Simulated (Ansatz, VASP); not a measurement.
# AlO2: VASP beside Ansatz

```xyz
6
Lattice="1.4980 -5.4386 0.0000 1.4980 5.4386 0.0000 0.0000 0.0000 3.6708" Properties=species:S:1:pos:R:3 pbc="T T T"
Al    1.4980   -1.8288    2.7531
Al    1.4980    1.8288    0.9177
O     1.4980    4.7743    2.7531
O     1.4980   -4.7743    0.9177
O     1.4980    2.2387    2.7531
O     1.4980   -2.2387    0.9177
```

Change from the starting cell: volume scaled by 1.02.

Alike in both runs: task single point; functional PBEsol; k mesh 9 × 9 × 7; occupations fermi-dirac, width 0.05 eV; no spin polarisation.

|  | VASP | Ansatz |
| --- | --- | --- |
| version | VASP 6.6.1 | Ansatz 0.2.0 |
| potentials or method | VASP PAW PBE potentials, release 64 (Al, O) | Ansatz PAW |
| plane-wave cutoff (eV) | 520 | 420 |
| valence electrons in the cell | 30 | 30 |

VASP gave:

```
gap on the k mesh at the Fermi level (eV)       : none
pressure (GPa)                                  : -9.2
largest component of the traceless stress (GPa) : 0.70
rms of the force components (eV/Å)              : 0.172
```

Question: Which values does Ansatz return?

Answer: gap on the k mesh at the Fermi level (eV): none; pressure (GPa): -9.1; largest component of the traceless stress (GPa): 0.78; rms of the force components (eV/Å): 0.168.

Atom by atom the forces differ by 0.005 eV/Å (rms over components). A gap of «none» marks a metal or a gap that the smearing closes.

Caveats: the PAW data sets were made with another functional, which shifts forces and pressure a little (VASP); the pressure holds a Pulay correction of +0.9 GPa for the finite cutoff (Ansatz); the PAW data sets come from PBE, with cores solved anew for the run's functional, which leaves a small shift of forces and pressure (Ansatz).
